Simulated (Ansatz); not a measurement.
An Ansatz input:

```yaml
crystal:
  lattice:
    - [14.0, 0.0, 0.0]
    - [0.0, 14.4, 0.0]
    - [0.0, 0.0, 14.8]
  atoms:
    - { symbol: Hg, position: [0.5, 0.5, 0.5], spin: 0.01 }
  symmetry: { detect: false, time_reversal: true }
hamiltonian:
  xc: mr2scan
  pseudopotentials:
    kind: paw
    azcp:
      Hg: "pseudopotentials/Hg.paw.azcp"
basis:
  ecutwfc: 500
  fft_grid_basis: typed
kpoints:
  mp_grid: { grid: [1, 1, 1], shift: [0, 0, 0] }
magnetization:
  spin_polarized: true
scf:
  occupations: { method: fermi_dirac, width: 0.01 }
```

Terminal output

```
Engine: ansatz 0.2.0, aarch64-unknown-linux-gnu
Pseudopotentials: kind: paw
Pseudopotential: Hg, paw, valence charge 20, recommended cutoff 500 eV (meta_gga) 
Functional definition: m-r2SCAN
  exchange = m_r2scan_x
  correlation = m_r2scan_c
Crystal: 1 atoms, lattice volume = 2983.680 Å³
Basis set: ecut = 500 eV, 75747 PW (Γ), exchange–correlation on 432×432×432 points (64 copies of the dense FFT grid, shifted against one another)
Bands: 15, of which v1, the nominal top of the filled ones, is band 10 counted from 1 (9 counted from 0)
Symmetry: 1 space group operations
k-points: 1
Non-local potential: Hg, projectors of the file, l = 0: 3, l = 1: 2, l = 2: 2, l = 3: 1
PAW form: soft (Blöchl's): semilocal exchange-correlation on the pseudo side does not see the compensation charge
PAW frozen core: Hg, regenerated for the run's functional (the file was generated under x = pbe(κ = 0.804, μ = 0.2195149727645171), c = pbe(β = 0.06672455060314922))
PAW one-centre angular grid: Hg, 590 points (default); XC on 160 Gauss nodes
Initial density: superposition of atomic densities (neutral atoms: chi_scale 0, normalization atom)
Starting moments: Σ|m| = 0.01 μB on 1 of 1 site
Initial wavefunctions: pseudopotential atomic-orbital guess
Functional: x = mr2scan, c = mr2scan; τ floored in thin density (d = 2e-4 eV/Å³)
iter 1 solved again at ethr=8.79e-5 eV; its pass at ethr=3.10e-3 eV (dr2=1.76e-2 eV) is discarded
SCF iter   1: F=—  HF=-13827.365288 eV  |F-HF|=—  |Δ(HF+E_count)|=         —  Δρ=4.02e-4 (↑3.31e-4 ↓4.02e-4)  dr2=1.91e-2  dr2_τ=3.72e-4  dr2_m=5.73e-5  M=0.000 μB ∫|m|=0.001 μB  β_m=0.30  ethr=8.79e-5  ⟨swp⟩=1.0  Hψ=250  notcnv=0
spin=Collinear: Resta preconditioning applied to the charge; magnetization (m = ρ↑ − ρ↓) channel mixes plain (no charge-response kernel on spin).
SCF iter   2: F=—  HF=-13827.358870 eV  |F-HF|=—  |Δ(HF+E_count)|=   6.42e-3  Δρ=1.89e-4 (↑1.63e-4 ↓1.89e-4)  dr2=2.69e-3  dr2_τ=1.41e-4  dr2_m=2.94e-5  M=0.000 μB ∫|m|=0.001 μB  β_m=0.30  ethr=8.79e-5  ⟨swp⟩=5.0  Hψ=68  notcnv=0  κ⁻¹=1.0e0(r=1)
SCF iter   3: F=—  HF=-13827.358280 eV  |F-HF|=—  |Δ(HF+E_count)|=   5.90e-4  Δρ=9.88e-5 (↑9.88e-5 ↓8.86e-5)  dr2=2.80e-4  dr2_τ=3.15e-5  dr2_m=1.51e-5  M=0.000 μB ∫|m|=0.000 μB  β_m=0.30  ethr=1.35e-5  ⟨swp⟩=6.0  Hψ=70  notcnv=0  κ⁻¹=6.8e-3(r=2)
SCF iter   4: F=—  HF=-13827.358363 eV  |F-HF|=—  |Δ(HF+E_count)|=   8.26e-5  Δρ=1.87e-5 (↑1.87e-5 ↓1.84e-5)  dr2=2.27e-6  dr2_τ=4.98e-7  dr2_m=7.70e-6  M=0.000 μB ∫|m|=0.000 μB  β_m=0.30  ethr=1.40e-6  ⟨swp⟩=8.0  Hψ=96  notcnv=0  κ⁻¹=3.0e-5(r=3)
SCF iter   5: F=—  HF=-13827.358488 eV  |F-HF|=—  |Δ(HF+E_count)|=   1.25e-4  Δρ=1.27e-5 (↑1.24e-5 ↓1.27e-5)  dr2=6.80e-7  dr2_τ=8.43e-8  dr2_m=3.94e-6  M=0.000 μB ∫|m|=0.000 μB  β_m=0.30  ethr=1.13e-8  ⟨swp⟩=2.0  Hψ=52  notcnv=0  κ⁻¹=1.9e-5(r=4)
SCF iter   6: F=—  HF=-13827.358494 eV  |F-HF|=—  |Δ(HF+E_count)|=   5.25e-6  Δρ=8.80e-6 (↑8.40e-6 ↓8.80e-6)  dr2=2.71e-8  dr2_τ=2.17e-8  dr2_m=2.01e-6  M=0.000 μB ∫|m|=0.000 μB  β_m=0.30  ethr=5.00e-10  ⟨swp⟩=2.0  Hψ=105  notcnv=0
Mixer restart at iter 6: flushing history
spin-set hold released at iteration 6 (site moments contracting): the magnetisation degrees of freedom join the quasi-Newton model from the next iteration; the mixer history was flushed
SCF iter   7: F=—  HF=-13827.358494 eV  |F-HF|=—  |Δ(HF+E_count)|=   3.70e-7  Δρ=6.22e-6 (↑6.08e-6 ↓6.22e-6)  dr2=1.31e-8  dr2_τ=1.12e-8  dr2_m=1.03e-6  M=0.000 μB ∫|m|=0.000 μB  β_m=0.30  ethr=1.35e-10  ⟨swp⟩=3.0  Hψ=60  notcnv=0  κ⁻¹=1.0e0(r=1)
SCF iter   8: F=—  HF=-13827.358494 eV  |F-HF|=—  |Δ(HF+E_count)|=   4.04e-7  Δρ=2.07e-7 (↑2.07e-7 ↓8.78e-8)  dr2=1.35e-9  dr2_τ=3.81e-11  dr2_m=3.37e-10  M=0.000 μB ∫|m|=0.000 μB  β_m=0.30  ethr=6.55e-11  ⟨swp⟩=3.5  Hψ=71  notcnv=0  κ⁻¹=4.1e-4(r=2)
SCF iter   9: F=—  HF=-13827.358494 eV  |F-HF|=—  |Δ(HF+E_count)|=   1.44e-9  Δρ=7.36e-8 (↑7.36e-8 ↓5.17e-8)  dr2=1.14e-10  dr2_τ=5.12e-12  dr2_m=9.96e-11  M=0.000 μB ∫|m|=0.000 μB  β_m=0.30  ethr=6.75e-12  ⟨swp⟩=3.0  Hψ=60  notcnv=0  κ⁻¹=6.7e-5(r=3)
SCF iter  10: F=—  HF=-13827.358494 eV  |F-HF|=—  |Δ(HF+E_count)|=  4.91e-10  Δρ=4.35e-8 (↑4.35e-8 ↓3.13e-8)  dr2=4.39e-11  dr2_τ=1.94e-12  dr2_m=3.52e-11  M=0.000 μB ∫|m|=0.000 μB  β_m=0.30  ethr=1.00e-12  ⟨swp⟩=2.5  Hψ=55  notcnv=0  κ⁻¹=1.9e-5(r=4)
SCF iter  11: F=-13827.358494 eV  HF=-13827.358494 eV  |F-HF|=3.64e-12  |Δ(HF+E_count)|=  3.82e-10  Δρ=5.32e-9 (↑3.43e-9 ↓5.32e-9)  dr2=1.34e-12  dr2_τ=1.05e-13  dr2_m=2.41e-13  M=0.000 μB ∫|m|=0.000 μB  ethr=1.00e-12  ⟨swp⟩=3.0  Hψ=59  notcnv=0
SCF 1 converged in 11 iterations: F = -13827.358494 eV  dr2 = 1.34e-12
iteration 11: the least curvature of the free energy that was read at this close is 0.963 (0.963 in the run's own bands): not negative
WARN: the starting moments were not kept: the SCF closed with an absolute magnetisation of 2.8e-7 μB, where they sum to 0.01 μB in size (1 site). That is at most 0.1 of that sum. Measured as dr2_m measures the in/out step, that magnetisation stands 2.9e-14 eV from none, at or under the dr2_threshold of 1.0e-7 eV: it is no larger than a step whose dr2_m would equal this threshold. The system may hold no moment; this SCF shows only that its start led to no more than that. To try another start: raise the starting moments (crystal.atoms[].spin, magnetization.per_species, magnetization.initial_magnetization, or on a non-collinear deck that types none of these the spinor_matrix: blocks that start its atoms; where the total moment is fixed, keep their sum and leave initial_magnetization as it is; typed ones take the place of any that the run laid by itself, positive ones on a crystal's lanthanoids without a Hubbard term where scf.initial_density.shell_occupations: [] is typed) or, if the notice of its spin-set hold's release reads "site moments contracting" or "site moments show no strong build", lengthen the hold (scf.mixing.spin_hold: { on: { confirm: 4 } }; for m-r²SCAN on two components see the key's manual first). Each may lead to a state that holds a moment. A second SCF, from the converged charge density, with the starting moments and any scf.initial_density.shell_occupations laid on it anew, would have followed, and was not run: the deck does not ask for one (magnetization.retry_lost_moments is false, the default). To let it run, set magnetization.retry_lost_moments: true and run the deck again, where that key's refused combinations let it; where memory then withholds it, that run's warning says so.
this state was not tested for a lower state beside it, because the mixer in use, unlike msr1, does not test its closes by its own steps (another_mixer; see scf.mixing.algorithm and scf.lower_state_search)
SCF converged after 11 iterations
Magnetization: 0.0000 μB (10.0000 up, 10.0000 down)
Absolute magnetization: 0.0000 μB (∫|ρ↑−ρ↓|, with the PAW one-centre terms)
Spin contamination: 0.0000 ħ² per cell (⟨S²⟩ above its minimum at these occupations)
Per-site moments (μB) at R_I (Å): [(2.0897354193361418e-11, 5.775)]
Free energy (F): -13827.358494 eV
Harris-Foulkes:  -13827.358494 eV  (|F-HF|=3.64e-12)
Internal energy: -13827.358494 eV  (E = F + TS)
E sigma→0 (E₀):  -13827.358494 eV
Fermi energy:    -3.679258 eV
--- Per-component energies (eV) ---
  E_band       = -763.929424
  E_kinetic    = 606.027107
  E_local      = -6809.665330  (includes V_loc(G=0)·N_el)
  E_nonlocal   = 74.851909
  E_hartree    = 3049.765705
  E_xc         = -207.102667
  E_vxc        = -290.794150  (∫ρ·V_xc dr)
  E_paw        = -9973.940356  (= ΣΔE_a)
  E_vpaw       = -466.112589  (= ΣTr[D̂ρ^β])
  E_aug_tail   = 0.000384  (compensation charges beyond the density's cutoff)
  E_vtau       = 22.231788  (kinetic-family band-sum trace: ∫τ·v_τ [+ j·A + Jᵃ·Aᵃ] dr)
  E_ewald      = -567.146318
  E_core_change = -0.148928  (= ΣΔE_core)
  E_smearing   = -0.000000  (= −TS)
  E_closure    = 0.000000  (closes the sum)
  Σ components = -13827.358494   (vs F -13827.358494, Δ=0.00e0)
--- Band table (eV) ---
  k-point 0 ↑: bands = ["-120.2715", "-68.1136", "-68.1136", "-68.1136", "-10.0937", "-10.0937", "-10.0937", "-10.0937", "-10.0937", "-6.8839", "-0.4647", "-0.4636", "-0.4622", "0.1606", "0.8226"]
  k-point 0 ↓: bands = ["-120.2715", "-68.1136", "-68.1136", "-68.1136", "-10.0937", "-10.0937", "-10.0937", "-10.0937", "-10.0937", "-6.8839", "-0.4647", "-0.4636", "-0.4622", "0.1606", "0.8226"]
```

Command:

```sh
ansatz run input.yaml --threads 4 --pin off --max-ram 8192MiB --backend cpu --events-out ev --progress --plain --runs-dir out
```

On 4 threads of Arm Neoverse V2 (shared host) this took about 100 s of wall time and 390 s of CPU time, with 5.5 GiB at the peak.
